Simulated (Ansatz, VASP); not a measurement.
**One calculation of Hf, two programs**

```
Hf
1.0
     0.00000    2.16977    2.16977
     2.16977    0.00000    2.16977
     2.16977    2.16977    0.00000
Hf
1
Direct
  0.00000 0.00000 0.00000
```

Alike in both runs: functional PBE; k mesh 15 × 15 × 15; occupations fermi-dirac, width 0.08 eV; no spin polarisation.

Ansatz relaxed the structure, and its values are those at the end. VASP's run is a single point on that final structure, the one shown.

```csv
,VASP,Ansatz
version,VASP 6.6.1,Ansatz 0.2.0
potentials or method,"VASP PAW PBE potentials, release 64 (Hf_pv)","PAW with Ansatz's default frozen-core files, scalar-relativistic"
plane-wave cutoff (eV),520,420
valence electrons in the cell,10,26
```

VASP gave:

```
pressure (GPa) : 11.5
```

**Question.** Estimate Ansatz's values.

**Answer.** Pressure (GPa): 12.0.

The two sets of potentials don't hold the same shells in valence.

The runs have no spin-orbit coupling, so splittings on Hf are missing.
